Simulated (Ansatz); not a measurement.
Molecular dynamics on a 2×2×3 supercell (24 atoms) of C (diamond), relaxed with r2SCAN. Forces come from r2SCAN in the plane-wave code Ansatz: Langevin thermostat and barostat (NPT), 1700 K, steps of 1.5 fs. Classical nuclei, no spin polarisation; a few dozen steps show the first response, not equilibrium.

```yaml
crystal:
  lattice:
    - [0.0, 3.5602482822, 3.5602482822]
    - [3.5602482822, 0.0, 3.5602482822]
    - [5.3403724233, 5.3403724233, 0.0]
  atoms:
    - { symbol: C, position: [0.0, 0.0, 0.0] }
    - { symbol: C, position: [0.125, 0.125, 0.0833333333] }
    - { symbol: C, position: [0.0, 0.0, 0.3333333333] }
    - { symbol: C, position: [0.125, 0.125, 0.4166666667] }
    - { symbol: C, position: [0.0, 0.0, 0.6666666667] }
    - { symbol: C, position: [0.125, 0.125, 0.75] }
    - { symbol: C, position: [0.0, 0.5, 0.0] }
    - { symbol: C, position: [0.125, 0.625, 0.0833333333] }
    - { symbol: C, position: [0.0, 0.5, 0.3333333333] }
    - { symbol: C, position: [0.125, 0.625, 0.4166666667] }
    - { symbol: C, position: [0.0, 0.5, 0.6666666667] }
    - { symbol: C, position: [0.125, 0.625, 0.75] }
    - { symbol: C, position: [0.5, 0.0, 0.0] }
    - { symbol: C, position: [0.625, 0.125, 0.0833333333] }
    - { symbol: C, position: [0.5, 0.0, 0.3333333333] }
    - { symbol: C, position: [0.625, 0.125, 0.4166666667] }
    - { symbol: C, position: [0.5, 0.0, 0.6666666667] }
    - { symbol: C, position: [0.625, 0.125, 0.75] }
    - { symbol: C, position: [0.5, 0.5, 0.0] }
    - { symbol: C, position: [0.625, 0.625, 0.0833333333] }
    - { symbol: C, position: [0.5, 0.5, 0.3333333333] }
    - { symbol: C, position: [0.625, 0.625, 0.4166666667] }
    - { symbol: C, position: [0.5, 0.5, 0.6666666667] }
    - { symbol: C, position: [0.625, 0.625, 0.75] }
kpoints:
  mp_grid: { grid: [4, 4, 2] }
hamiltonian:
  xc: r2scan
scf:
  occupations: { method: fermi_dirac, width: 0.146 }
md:
  ensemble: npt_langevin
  temperature: 1700
  timestep: 1.5
  n_steps: 30
  initial_velocities: maxwell_boltzmann
  seed: 4553
```

Command: `ansatz run input.yaml --threads 4 --pin off --max-ram 3686MiB --backend cpu --events-out ev --progress --plain --runs-dir out`.

Question: What wall time did it need on 4 threads of Arm Neoverse V2, on a shared host, and what peak of host memory did it reach?

Answer: About 3.6 min, with a peak of 1 GiB.

```
step  t (fs)  T (K)  free energy F from step 0 (meV/atom)  kinetic energy (meV/atom)  pressure (GPa)  volume (Å³/atom)  largest force (eV/Å)
   0       0   1629                                   0.0                      210.6            4.02              5.64                  0.00
   1     1.5   1518                                  18.8                      196.2            4.37              5.64                  2.58
   2       3   1107                                  67.6                      143.1            5.05              5.64                  4.86
   3     4.5    644                                 124.3                       83.2            5.81              5.64                  6.55
   4       6    329                                 166.7                       42.5            6.29              5.64                  7.50
   5     7.5    265                                 179.9                       34.2            6.23              5.64                  7.65
   6       9    390                                 163.8                       50.4            5.54              5.64                  7.25
   7    10.5    680                                 130.6                       87.9            4.70              5.65                  6.42
   8      12   1009                                  96.0                      130.5            3.95              5.65                  4.98
   9    13.5   1119                                  76.5                      144.7            3.35              5.65                  4.15
  10      15   1210                                  77.0                      156.4            3.49              5.65                  4.26
  11    16.5   1091                                  95.0                      141.0            3.80              5.66                  5.15
  12      18    950                                 120.4                      122.8            4.37              5.66                  6.82
  13    19.5    895                                 142.2                      115.6            5.02              5.67                  8.10
  14      21    788                                 153.3                      101.9            5.12              5.67                  8.61
  15    22.5    801                                 149.9                      103.5            4.89              5.67                  8.26
  16      24    933                                 135.1                      120.6            4.29              5.68                  6.94
  17    25.5   1131                                 115.2                      146.2            3.46              5.68                  4.80
  18      27   1356                                  98.0                      175.3            2.75              5.69                  5.13
  19    28.5   1448                                  92.4                      187.1            2.10              5.69                  5.51
  20      30   1342                                 105.1                      173.5            1.63              5.70                  5.39
  21    31.5   1207                                 133.2                      156.0            1.67              5.70                  6.70
  22      33    966                                 166.8                      124.9            1.70              5.71                  8.17
  23    34.5    840                                 193.5                      108.6            1.67              5.71                  8.88
  24      36    886                                 203.6                      114.5            1.56              5.72                  9.09
  25    37.5    964                                 194.7                      124.6            1.11              5.73                  8.46
  26      39   1227                                 173.8                      158.6            0.81              5.73                  7.29
  27    40.5   1337                                 156.3                      172.8            0.42              5.74                  6.55
  28      42   1393                                 150.2                      180.0            0.30              5.74                  5.56
  29    43.5   1464                                 153.1                      189.2            0.33              5.74                  5.91
  30      45   1461                                 160.2                      188.9            0.08              5.75                  7.15
```

The temperature starts at 1629 K, is lowest at step 5 (265 K, 7.5 fs) and ends at 1461 K. The atoms start on their lattice sites with kinetic energy alone, so much of it first passes into potential energy.

Positions (Å) and forces (eV/Å) at step 30:
```
cell (Å): 0.000 3.583 3.583; 3.583 0.000 3.583; 5.374 5.374 0.000
C    0.047   0.101  -0.013     2.506  -0.551   1.659
C    1.045   0.927   1.016    -3.477   2.866  -5.556
C    1.888   1.828   0.028    -1.186   1.869   0.204
C    2.707   2.847   0.842     1.501  -2.218   1.827
C    3.608   3.671  -0.108     0.329  -1.062   3.200
C    4.595   4.625   0.912    -3.563  -2.917  -2.223
C    1.830   0.031   1.795     0.784  -0.750   1.286
C    2.770   1.026   2.677    -2.071  -3.969   1.251
C    3.596   1.898   1.823     0.868   0.691  -1.389
C    4.535   2.775   2.720    -1.621  -1.864  -0.290
C    5.384   3.645   1.833     0.715   0.149  -2.960
C    6.231   4.518   2.677     2.577   0.394   0.137
C    0.027   1.903   1.778     1.825  -4.417   1.196
C    0.934   2.713   2.716    -0.652   1.325  -0.362
C    1.820   3.695   1.806    -0.015  -2.473   0.021
C    2.765   4.538   2.706    -2.286   0.534  -1.130
C    3.600   5.456   1.745    -0.431  -2.713  -0.552
C    4.467   6.198   2.600     0.698   6.343   2.714
C    1.775   1.698   3.611     1.926   5.636  -2.667
C    2.702   2.637   4.456    -1.256   2.472   0.729
C    3.528   3.623   3.611     2.758  -1.604  -0.310
C    4.427   4.458   4.530     0.344   3.196  -0.659
C    5.265   5.334   3.542     2.880   1.554   1.255
C    6.283   6.307   4.424    -3.153  -2.490   2.618
```
